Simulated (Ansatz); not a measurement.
The system is FeO (Wuestite).

```
Fe O
1.0
     0.00000    2.15540    2.15540
     2.15540    0.00000    2.15540
     2.15540    2.15540    0.00000
Fe O
1 1
Direct
  0.00000 0.00000 0.00000
  0.50000 0.50000 0.50000
```

A run of Ansatz 0.2.0 on this cell left the log below. Logs are shortened: lines on timing, memory, paths and dates and some standing lists are left out, and cuts for length are marked.

```text
Warning: RAYON_NUM_THREADS=1 ignored (pool sized by the plan → 1); use --threads N
Engine: ansatz 0.2.0, aarch64-unknown-linux-gnu
Pseudopotentials: kind: paw
Pseudopotential: Fe, paw, valence charge 16, recommended cutoff 420 eV (normal), Fe.paw.azcp
Pseudopotential: O, paw, valence charge 6, recommended cutoff 420 eV (normal), O.paw.azcp
Functional definition: PBE
  parameter kappa = 0.804
  parameter beta = 0.06672455060314922
  exchange = pbe_x(kappa = kappa, mu = beta*pi^2/3)
  correlation = pbe_c(beta = beta)
Crystal: 2 atoms, lattice volume = 20.027 Å³
Basis set: ecut = 420 eV, 387 PW (Γ), exchange–correlation on 48×48×48 points (8 copies of the dense FFT grid, shifted against one another)
Bands: 17, of which v1, the nominal top of the filled ones, is band 11 counted from 1 (10 counted from 0)
Symmetry: 48 space group operations
Space group: Fm-3m (ITA 225), of the structure as read, at distance tolerance 2.7e-5 Å
Magnetic group: BNS 225.116 (UNI 1618), of the structure as read, at distance tolerance 2.7e-5 Å
k-points: 56 of 1331
Non-local potential: Fe, projectors of the file, l = 0: 3, l = 1: 2, l = 2: 3, l = 3: 1
Non-local potential: O, projectors of the file, l = 0: 2, l = 1: 2, l = 2: 1
PAW form: soft (Blöchl's): semilocal exchange-correlation on the pseudo side does not see the compensation charge
PAW one-centre angular grid: Fe, 590 points (default); XC on 64 Gauss nodes
PAW one-centre angular grid: O, 110 points (default); XC on 64 Gauss nodes
Initial density: superposition of atomic densities (chi_scale 0.1, normalization cell, long waves kept (reshape's long-wave potential 0.00 eV rms))
Starting moments: Σ|m| = 3 μB on 1 of 2 sites
Initial wavefunctions: pseudopotential atomic-orbital guess
Functional: x = pbe(κ = 0.804, μ = 0.2195149727645171), c = pbe(β = 0.06672455060314922)
[... 13 lines left out ...]
SCF iter  11: F=—  HF=-5047.122229 eV  |F-HF|=—  |Δ(HF+E_count)|=   5.67e-8  Δρ=6.40e-6 (↑6.40e-6 ↓1.65e-6)  dr2=4.55e-9  dr2_m=1.98e-9  M=4.001 μB ∫|m|=4.013 μB  β_m=0.87  ethr=1.19e-9  ⟨swp⟩=2.0  Hψ=3077  notcnv=0  defer=49
SCF iter  12: F=-5047.122229 eV  HF=-5047.122229 eV  |F-HF|=5.46e-11  |Δ(HF+E_count)|=  9.49e-10  Δρ=5.62e-7 (↑3.34e-7 ↓5.62e-7)  dr2=8.27e-11  dr2_m=1.63e-11  M=4.001 μB ∫|m|=4.013 μB  ethr=2.07e-11  ⟨swp⟩=5.7  Hψ=9628  notcnv=0
SCF 1 converged in 12 iterations: F = -5047.122229 eV  dr2 = 8.27e-11
  greatest PAW one-centre occupation: 1.005 electrons in one spin orbital (limit 2), on the Fe atom at site 0 (counted from 0), in its partial waves of l = 1
SCF converged after 12 iterations
Magnetization: 4.0008 μB (13.0004 up, 8.9996 down)
Absolute magnetization: 4.0128 μB (∫|ρ↑−ρ↓|, with the PAW one-centre terms)
Spin contamination: 0.0110 ħ² per cell (⟨S²⟩ above its minimum at these occupations)
Per-site moments (μB) at R_I (Å): [(3.4493300543625396, 0.8891025000000001), (0.3209641205700613, 0.8891025000000001)]
Free energy (F): -5047.122229 eV
Harris-Foulkes:  -5047.122229 eV  (|F-HF|=5.46e-11)
Internal energy: -5047.110596 eV  (E = F + TS)
E sigma→0 (E₀):  -5047.116412 eV
Entropy (-TS):   -0.011633 eV (-5.817 meV/atom)
Fermi energy:    14.627144 eV
--- Per-component energies (eV) ---
  E_band       = -266.771084
  E_kinetic    = 515.165725
  E_local      = -2598.972995  (includes V_loc(G=0)·N_el)
  E_nonlocal   = 279.435349
  E_hartree    = 1060.085694
  E_xc         = -187.933282
  E_vxc        = -241.002434  (∫ρ·V_xc dr)
  E_paw        = -1529.437882  (= ΣΔE_a)
  E_vpaw       = -341.571529  (= ΣTr[D̂ρ^β])
  E_aug_tail   = 0.003407  (compensation charges beyond the density's cutoff)
  E_ewald      = -2585.456612
  E_smearing   = -0.011633  (= −TS)
  E_closure    = 0.000000  (closes the sum)
  Σ components = -5047.122229   (vs F -5047.122229, Δ=0.00e0)
--- Forces (eV/Å), atoms counted from 1 ---
  atom   1  Fe    -0.00000000     0.00000000     0.00000000
  atom   2  O      0.00000000    -0.00000000     0.00000000
  max |Σ_I F_I| component: 2.20e-29 eV/Å
--- Stress (GPa, compression-positive) ---
       -0.206030      -0.000000      -0.000000
       -0.000000      -0.206030      -0.000000
        0.000000       0.000000      -0.206030
  P = ⅓ Tr σ = -0.2060 GPa (-2.060 kbar)
--- Band table (eV; the first three rows and the last of 112) ---
  k-point 0 ↑: bands = ["-75.2750", "-41.3072", "-41.3072", "-41.3072", "-6.1763", "10.7431", "10.7431", "10.7431", "10.7511", "10.7511", "10.7511", "10.9490", "10.9490", "14.6222", "29.8295", "31.5644", "31.5644"]
  k-point 1 ↑: bands = ["-75.2746", "-41.3114", "-41.3077", "-41.3077", "-6.0938", "9.8500", "9.9756", "9.9756", "10.8321", "10.8321", "11.1177", "11.7324", "11.7324", "15.2059", "28.5164", "31.3017", "31.3017"]
  k-point 2 ↑: bands = ["-75.2735", "-41.3227", "-41.3092", "-41.3092", "-5.8646", "8.6016", "9.2247", "9.2247", "10.9937", "10.9937", "11.3374", "12.5888", "12.5888", "16.3971", "26.5044", "30.2891", "30.2891"]
  k-point 55 ↓: bands = ["-71.1042", "-37.2785", "-37.2754", "-37.2578", "-4.3446", "8.3427", "8.4098", "9.1879", "14.4099", "14.7525", "15.3756", "15.7652", "16.5017", "23.3117", "24.2078", "24.2238", "27.6728"]
```

Task: Write the input and the command behind it.

Result: Single point with PBE, collinear spin, ferromagnetic start. The files as run (others can give the same):

input.yaml
```yaml
crystal:
  lattice:
    - [0.0, 2.1554, 2.1554]
    - [2.1554, 0.0, 2.1554]
    - [2.1554, 2.1554, 0.0]
  atoms:
    - { symbol: Fe, position: [0.0, 0.0, 0.0], spin: 3.0 }
    - { symbol: O, position: [0.5, 0.5, 0.5] }
hamiltonian:
  xc: pbe
  pseudopotentials: { kind: paw }
magnetization:
  spin_polarized: true
kpoints:
  mp_grid: { grid: [11, 11, 11] }
scf:
  occupations: { method: fermi_dirac, width: 0.05 }
output:
  forces: true
  stress: true
  eigenvalues: true
  write_density: true
  write_potential: true
  elf: true
  volumetric_format: npy
```

Potentials or basis: Ansatz PAW.
Run with:
```bash
$ ansatz run input.yaml --threads 1 --pin off --max-ram 2560MiB --backend cpu --events-out ev --progress --plain --runs-dir out
```

Caveat: the pressure holds a Pulay correction of +0.6 GPa for the finite cutoff; a cell with one magnetic atom can't hold antiferromagnetic order, which such compounds often take; semilocal functionals often make such compounds metallic where correlation or magnetic order opens a gap, which also shifts bond lengths.
